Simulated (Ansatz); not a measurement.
# W (Pbcm) in Ansatz: notebook

The runs below take W through single point, with PBEsol.

Program: Ansatz 0.2.0. These are calculated values, not measurements. Logs are shortened: lines on timing, memory, paths and dates and some standing lists are left out, and cuts for length are marked.

### 1 The undisturbed crystal

The structure is orthorhombic, space group Pbcm (No. 57). Conventional cell: a = 2.810 Å, b = 4.864 Å, c = 4.924 Å, α = 90.00°, β = 90.00°, γ = 90.00°. Around W (site symmetry m) lie 12 W at 2.70 to 3.06 Å.

This isn't the form of W at room conditions, which is bcc.

### 2 Single point, PBEsol, 16.81 Å³/atom (strain_shear_xy = -0.04)

input.yaml reads:

```yaml
crystal:
  lattice:
    - [2.809662, -0.05619324, 0.0]
    - [-0.0972774, 4.86387, 0.0]
    - [0.0, 0.0, 4.923695]
  atoms:
    - { symbol: W, position: [0.793172, 0.936843, 0.75] }
    - { symbol: W, position: [0.206828, 0.436843, 0.75] }
    - { symbol: W, position: [0.206828, 0.063157, 0.25] }
    - { symbol: W, position: [0.793172, 0.563157, 0.25] }
kpoints:
  mp_grid: { grid: [9, 6, 6] }
scf:
  occupations: { method: fermi_dirac, width: 0.05 }
hamiltonian:
  xc: pbesol
  pseudopotentials: { kind: all_electron, lapw: { basis_error: 0.002 } }
output:
  forces: true
  stress: true
  eigenvalues: true
```

Potentials or basis: all-electron LAPW, scalar-relativistic.

Launch:

```
> ansatz run input.yaml --threads 2 --pin off --max-ram 8192MiB --backend cpu --events-out ev --progress --plain --runs-dir out
```

Log:

```text
Warning: RAYON_NUM_THREADS=2 ignored (pool sized by the plan → 2); use --threads N
LAPW: plane waves up to 8.688 Å⁻¹, error target 2.0e-3 eV per atom; small_component_spin mean_spin; W in spheres of 1.327 Å, 44 of its electrons in bands, Dirac shells [] (how accurate: hamiltonian.pseudopotentials.lapw.basis_error, Limitations)
Engine: ansatz 0.2.0, aarch64-unknown-linux-gnu
Pseudopotentials: kind: all_electron
Pseudopotential: W, LAPW, valence charge 44, lapw/all_electron/scalar/gaussian/W, Koelling and Harmon's equation, gaussian nucleus
Functional definition: PBEsol
  exchange = pbesol_x
  correlation = pbesol_c
Crystal: 4 atoms, lattice volume = 67.259 Å³
Basis set: ecut = 287.59894284826885 eV, 743 PW (Γ), exchange–correlation at level 2
Bands: 106, of which v1, the nominal top of the filled ones, is band 88 counted from 1 (87 counted from 0)
Symmetry: 4 space group operations
Space group: P21/m (ITA 11), of the structure as read, at distance tolerance 4.1e-5 Å
k-points: 112 of 324
Non-local potential: W, projectors of the file, none
Initial density: superposition of atomic densities (chi_scale 0.1, normalization cell)
Initial wavefunctions: plane waves of lowest kinetic energy (no species holds an atomic orbital)
Functional: x = pbesol(κ = 0.804, μ = 0.12345679012345678), c = pbesol(β = 0.046)
iter 1 solved again at ethr=4.51e-4 eV; its pass at ethr=1.00e-1 eV (dr2=7.94e-1 eV) is discarded
SCF iter   1: F=—  HF=-1756294.692877 eV  |F-HF|=—  |Δ(HF+E_count)|=         —  Δρ=4.13e-2  dr2=7.94e-1  ethr=4.51e-4  ⟨swp⟩=2.7  Hψ=70665  notcnv=0
preconditioner: auto → Kerker (q_TF=auto, 3.203 Å⁻¹)  [metal: Δε(μ)=0.016 eV  Ē_g=30.131 eV  σ=0.050 eV  W_gap=0.08  n_scr=38 (ndim 8)  ℏωp=46.2 eV  f_vac=0.000  D(μ)=3.21/eV (n_scr^D=38)]
SCF iter   2: F=—  HF=-1756293.948392 eV  |F-HF|=—  |Δ(HF+E_count)|=   7.44e-1  Δρ=2.29e-2  dr2=3.00e-1  ethr=4.51e-4  ⟨swp⟩=2.0  Hψ=36961  notcnv=0
SCF iter   3: F=—  HF=-1756293.866396 eV  |F-HF|=—  |Δ(HF+E_count)|=   8.20e-2  Δρ=1.37e-2  dr2=1.20e-1  ethr=1.71e-4  ⟨swp⟩=2.0  Hψ=35054  notcnv=0
SCF iter   4: F=—  HF=-1756293.828842 eV  |F-HF|=—  |Δ(HF+E_count)|=         —  Δρ=7.36e-3  dr2=3.94e-2  ethr=6.83e-5  ⟨swp⟩=2.0  Hψ=35093  notcnv=0
the basis was enlarged: its passes take 895.9 KiB over the memory plan, 2 of 2 planned eigensolver slots
iter 5 solved again at ethr=1.11e-6 eV; its pass at ethr=2.24e-5 eV (dr2=1.95e-3 eV) is discarded
SCF iter   5: F=—  HF=-1756293.825558 eV  |F-HF|=—  |Δ(HF+E_count)|=   3.28e-3  Δρ=1.68e-3  dr2=1.95e-3  ethr=1.11e-6  ⟨swp⟩=2.0  Hψ=58818  notcnv=0
SCF iter   6: F=—  HF=-1756293.825713 eV  |F-HF|=—  |Δ(HF+E_count)|=   1.54e-4  Δρ=5.74e-4  dr2=2.99e-4  ethr=1.11e-6  ⟨swp⟩=2.0  Hψ=35054  notcnv=0
SCF iter   7: F=—  HF=-1756293.825707 eV  |F-HF|=—  |Δ(HF+E_count)|=   5.29e-6  Δρ=4.36e-4  dr2=2.87e-4  ethr=1.70e-7  ⟨swp⟩=2.0  Hψ=35054  notcnv=0
SCF iter   8: F=—  HF=-1756293.825654 eV  |F-HF|=—  |Δ(HF+E_count)|=   5.31e-5  Δρ=1.91e-4  dr2=3.17e-5  ethr=1.63e-7  ⟨swp⟩=2.0  Hψ=35054  notcnv=0
SCF iter   9: F=—  HF=-1756293.825646 eV  |F-HF|=—  |Δ(HF+E_count)|=   8.52e-6  Δρ=6.64e-5  dr2=4.15e-6  ethr=1.80e-8  ⟨swp⟩=2.0  Hψ=35054  notcnv=0
SCF iter  10: F=—  HF=-1756293.825645 eV  |F-HF|=—  |Δ(HF+E_count)|=   6.27e-7  Δρ=2.09e-5  dr2=3.70e-7  ethr=2.36e-9  ⟨swp⟩=2.0  Hψ=35054  notcnv=0
SCF iter  11: F=—  HF=-1756293.825645 eV  |F-HF|=—  |Δ(HF+E_count)|=   1.08e-7  Δρ=8.57e-6  dr2=4.78e-8  ethr=2.10e-10  ⟨swp⟩=2.0  Hψ=35054  notcnv=0
SCF iter  12: F=-1756293.825645 eV  HF=-1756293.825645 eV  |F-HF|=1.00e-8  |Δ(HF+E_count)|=   6.29e-9  Δρ=3.22e-6  dr2=5.83e-9  ethr=2.73e-11 (applied; sched 2.72e-11)  ⟨swp⟩=2.0  Hψ=35054  notcnv=0
SCF 1 converged in 12 iterations: F = -1756293.825645 eV  dr2 = 5.83e-9
SCF converged after 12 iterations
Free energy (F): -1756293.825645 eV
Harris-Foulkes:  -1756293.825645 eV  (|F-HF|=1.00e-8)
Internal energy: -1756293.797785 eV  (E = F + TS)
E sigma→0 (E₀):  -1756293.811715 eV
Entropy (-TS):   -0.027860 eV (-6.965 meV/atom)
Fermi energy:    26.854891 eV
--- Per-component energies (eV) ---
  E_band       = -17724.981791
  E_kinetic    = 1966772.092729
  E_xc         = -34812.191619
  E_electrostatic = -3688253.698895  (all electrons and nuclei)
  E_smearing   = -0.027860  (= −TS)
  E_closure    = 0.000000  (closes the sum)
  E_atoms      = -1756246.848739  (free atoms, spherical and without spin; not in F)
  Σ components = -1756293.825645   (vs F -1756293.825645, Δ=0.00e0)
  Basis errors (estimates in eV, not in F): energy 6.0e-4 per atom: plane waves 5.3e-4 (2.8e-4 summed), levels above the bands 1.8e-111, relativity 1.0e-7, radial functions 7.4e-5, core shells 7.1e-8; eigenvalues (radial functions only) 1.2e-6; not estimated: angular momenta, meshes, grids; target (lapw.basis_error) 2.0e-3; muffin-tin radii W 1.327 Å
--- Forces (eV/Å), atoms counted from 1 ---
  atom   1  W     -0.16978552     0.29948580    -0.00000000
  atom   2  W      0.06140504    -0.24057974     0.00000000
  atom   3  W      0.16978552    -0.29948580     0.00000000
  atom   4  W     -0.06140504     0.24057974    -0.00000000
  max |Σ_I F_I| component: 2.78e-17 eV/Å
--- Stress (GPa, compression-positive) ---
      -10.252304      -1.086746      -0.000000
       -1.086746     -10.517233      -0.000000
       -0.000000      -0.000000     -10.665603
  P = ⅓ Tr σ = -10.4784 GPa (-104.784 kbar)
--- Band table (eV; the first three rows and the last of 112) ---
  k-point 0: bands = ["-390.4549", "-390.4549", "-390.4527", "-390.4527", "-390.4420", "-390.4420", "-390.4402", "-390.4402", "-390.4315", "-390.4315", "-390.4173", "-390.4173", "-205.7622", "-205.7622", "-205.7483", "-205.7483", "-205.7370", "-205.7370", "-205.7346", "-205.7346", "-205.7282", "-205.7282", "-205.7218", "-205.7218", "-205.7202", "-205.7202", "-205.7114", "-205.7113", "-205.7033", "-205.7033", "-205.6974", "-205.6974", "-46.9065", "-46.8291", "-46.7929", "-46.7441", "-11.7329", "-11.6644", "-11.5788", "-11.3096", "-10.8647", "-10.7360", "-10.6984", "-10.6976", "-10.6489", "-10.5535", "-10.5374", "-10.4744", "-1.1214", "-1.1174", "-1.1156", "-1.1151", "-1.1141", "-1.1091", "-1.1085", "-1.1077", "-1.1010", "-1.0972", "-1.0931", "-1.0924", "-1.0904", "-1.0894", "-1.0890", "-1.0875", "-1.0838", "-1.0778", "-1.0767", "-1.0718", "-1.0655", "-1.0646", "-1.0628", "-1.0551", "-1.0518", "-1.0472", "-1.0343", "-1.0335", "17.8468", "21.1056", "21.7051", "22.0316", "22.1409", "25.0141", "25.9342", "26.2204", "26.2867", "26.3738", "26.4543", "26.6133", "26.7374", "26.8171", "27.5093", "28.3506", "29.3197", "30.1945", "30.9445", "31.3448", "31.5259", "31.6500", "33.1887", "33.5497", "35.7100", "36.0377", "36.8198", "39.6162", "39.6677", "39.9474"]
  k-point 1: bands = ["-390.4549", "-390.4549", "-390.4527", "-390.4527", "-390.4420", "-390.4420", "-390.4402", "-390.4402", "-390.4315", "-390.4315", "-390.4173", "-390.4173", "-205.7622", "-205.7622", "-205.7483", "-205.7483", "-205.7370", "-205.7370", "-205.7346", "-205.7346", "-205.7282", "-205.7282", "-205.7218", "-205.7218", "-205.7202", "-205.7202", "-205.7114", "-205.7113", "-205.7033", "-205.7033", "-205.6974", "-205.6974", "-46.9013", "-46.8343", "-46.7896", "-46.7474", "-11.7400", "-11.6044", "-11.5997", "-11.2555", "-10.8665", "-10.7714", "-10.7542", "-10.7073", "-10.6357", "-10.5583", "-10.5323", "-10.4787", "-1.1212", "-1.1172", "-1.1168", "-1.1153", "-1.1128", "-1.1098", "-1.1086", "-1.1069", "-1.1016", "-1.0979", "-1.0930", "-1.0920", "-1.0911", "-1.0909", "-1.0880", "-1.0844", "-1.0842", "-1.0782", "-1.0762", "-1.0716", "-1.0654", "-1.0641", "-1.0641", "-1.0546", "-1.0522", "-1.0478", "-1.0343", "-1.0337", "18.1103", "21.0085", "21.4023", "22.1905", "22.6499", "24.8065", "24.9281", "25.8618", "26.1325", "26.1864", "26.3626", "26.7204", "26.9182", "27.4054", "27.9116", "28.6044", "29.5062", "30.2516", "30.8843", "30.9323", "31.5344", "31.6416", "32.3031", "33.3915", "36.3302", "36.6038", "36.7836", "39.7277", "40.2521", "40.3743"]
  k-point 2: bands = ["-390.4549", "-390.4549", "-390.4527", "-390.4527", "-390.4420", "-390.4420", "-390.4402", "-390.4402", "-390.4315", "-390.4315", "-390.4173", "-390.4173", "-205.7622", "-205.7622", "-205.7483", "-205.7483", "-205.7370", "-205.7370", "-205.7346", "-205.7346", "-205.7282", "-205.7282", "-205.7218", "-205.7218", "-205.7202", "-205.7202", "-205.7114", "-205.7113", "-205.7033", "-205.7033", "-205.6974", "-205.6974", "-46.8872", "-46.8486", "-46.7807", "-46.7563", "-11.7377", "-11.6508", "-11.4388", "-11.1286", "-10.9767", "-10.8583", "-10.7979", "-10.7339", "-10.6134", "-10.5717", "-10.5204", "-10.4903", "-1.1208", "-1.1191", "-1.1157", "-1.1151", "-1.1127", "-1.1116", "-1.1068", "-1.1052", "-1.1027", "-1.0998", "-1.0938", "-1.0922", "-1.0917", "-1.0886", "-1.0873", "-1.0865", "-1.0803", "-1.0783", "-1.0753", "-1.0703", "-1.0689", "-1.0657", "-1.0608", "-1.0537", "-1.0533", "-1.0494", "-1.0343", "-1.0340", "18.8347", "20.6107", "21.4066", "22.1905", "23.3057", "23.7273", "24.7488", "25.1684", "25.8412", "26.0027", "26.4900", "26.7482", "27.1684", "27.5853", "28.5869", "29.2624", "29.8157", "29.9332", "30.3507", "30.6592", "31.2218", "31.5709", "31.7330", "32.8592", "36.5810", "36.7187", "38.5589", "39.6928", "41.3695", "41.4354"]
  k-point 111: bands = ["-390.4549", "-390.4549", "-390.4527", "-390.4527", "-390.4420", "-390.4420", "-390.4402", "-390.4402", "-390.4315", "-390.4315", "-390.4173", "-390.4173", "-205.7622", "-205.7622", "-205.7483", "-205.7483", "-205.7370", "-205.7370", "-205.7346", "-205.7346", "-205.7282", "-205.7282", "-205.7218", "-205.7218", "-205.7202", "-205.7202", "-205.7113", "-205.7113", "-205.7033", "-205.7033", "-205.6974", "-205.6974", "-46.8014", "-46.8014", "-46.7518", "-46.7518", "-11.5873", "-11.5873", "-11.5114", "-11.5114", "-11.2014", "-11.2014", "-10.9498", "-10.9498", "-10.8575", "-10.8575", "-10.7256", "-10.7256", "-1.1174", "-1.1174", "-1.1149", "-1.1149", "-1.1102", "-1.1102", "-1.1038", "-1.1038", "-1.1005", "-1.1005", "-1.0941", "-1.0941", "-1.0882", "-1.0882", "-1.0834", "-1.0834", "-1.0786", "-1.0786", "-1.0731", "-1.0731", "-1.0665", "-1.0665", "-1.0589", "-1.0589", "-1.0573", "-1.0573", "-1.0480", "-1.0480", "22.0273", "22.0273", "22.3703", "22.3703", "23.7400", "23.7400", "24.3258", "24.3258", "25.7075", "25.7075", "25.8648", "25.8648", "28.2418", "28.2418", "28.4332", "28.4332", "30.6530", "30.6530", "31.6835", "31.6835", "32.4837", "32.4837", "34.4796", "34.4796", "37.0274", "37.0274", "38.1185", "38.1185", "40.4591", "40.4591"]
```

Wall time 2.2 min (2 threads of Arm Neoverse V2, shared host); peak memory 1.4 GiB.

What came out:

| Property | Result |
| --- | --- |
| Free energy | -1756293.8256 eV |
| Pressure | -10.5 GPa |
| Largest force | 0.344 eV/Å |
| Band gap on the k mesh | none (metal or under the smearing width) |

### 3 Single point, PBEsol, 16.82 Å³/atom (strain_shear_xy = -0.02)

input.yaml, as its differences from that of step 2:

```diff
@@ -2,4 +2,4 @@
   lattice:
-    - [2.809662, -0.05619324, 0.0]
-    - [-0.0972774, 4.86387, 0.0]
+    - [2.809662, -0.02809662, 0.0]
+    - [-0.0486387, 4.86387, 0.0]
     - [0.0, 0.0, 4.923695]
```

Potentials or basis: all-electron LAPW, scalar-relativistic.

Launch:

```
> ansatz run input.yaml --threads 2 --pin off --max-ram 8192MiB --backend cpu --events-out ev --progress --plain --runs-dir out
```

Run time: 2 min. Hardware: 2 threads of Arm Neoverse V2, shared host; peak memory 1.4 GiB.

Results (log left out):

| Quantity | Value |
| --- | --- |
| Free energy | -1756293.8166 eV |
| Pressure | -10.6 GPa |
| Largest force | 0.220 eV/Å |
| Band gap on the k mesh | none (metal or under the smearing width) |
